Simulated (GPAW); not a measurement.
SrO: band structure with LDA

The system is SrO.

```xyz
2
Lattice="0.0000 2.5663 2.5663 2.5663 0.0000 2.5663 2.5663 2.5663 0.0000" Properties=species:S:1:pos:R:3 pbc="T T T"
Sr    2.5663    2.5663    2.5663
O     0.0000    0.0000    0.0000
```

- Program: GPAW 26.7.0
- Task: band structure
- Functional: LDA
- Potentials or basis: the program's PAW data sets (release 1.2.1) made for this functional
- Cutoff: 800 eV
- Basis: pw
- k mesh: 7 × 7 × 7
- Occupations: fermi-dirac, width 0.05 eV
- Spin: spin-orbit coupling, no magnetisation
- Maxiter: 150
- Band path: GXWKGLUWLK,UX
- Band points: 60
- spin axis theta (degrees): 0
- spin axis phi (degrees): 0
- Soc after scf: second variation

* Pressure: -3.2 GPa
* Band gap on the k mesh: 3.27 eV, indirect (least direct gap 3.34 eV)
* Band gap along the path: 3.18 eV, indirect (least direct gap 3.23 eV)

Levels at the corners of the path, in eV from the valence-band top:
```
point  band 14  band 15  band 16  band 17  band 18  band 19
    Γ     0.00     0.00     0.00     3.83     3.83     6.17
    X    -0.13    -0.05    -0.05     3.18     3.18     7.83
    W    -0.48    -0.38    -0.38     5.94     5.94     5.94
    K    -0.58    -0.46    -0.46     4.70     4.70     7.82
    Γ     0.00     0.00     0.00     3.83     3.83     6.17
    L    -1.14    -1.13    -1.13     6.51     6.51     8.23
    U    -0.58    -0.46    -0.46     4.70     4.70     7.82
    W    -0.48    -0.38    -0.38     5.94     5.94     5.94
    L    -1.14    -1.13    -1.13     6.51     6.51     8.23
    K    -0.58    -0.46    -0.46     4.70     4.70     7.82
    U    -0.58    -0.46    -0.46     4.70     4.70     7.82
    X    -0.13    -0.05    -0.05     3.18     3.18     7.83
```

It took 23 s on 1 thread of AMD EPYC 7B13 (Zen 3), on a shared host, peak memory 0.26 GiB.

Caveat: spin-orbit coupling was added after a scalar SCF, so levels and gaps hold it while energy, forces, pressure and moments don't; this program's spin-orbit splittings come out too wide for heavy elements; the mesh misses the band edges, which the band path finds closer together. Expect the measured gap to be larger: semilocal functionals such as LDA lack the derivative discontinuity.
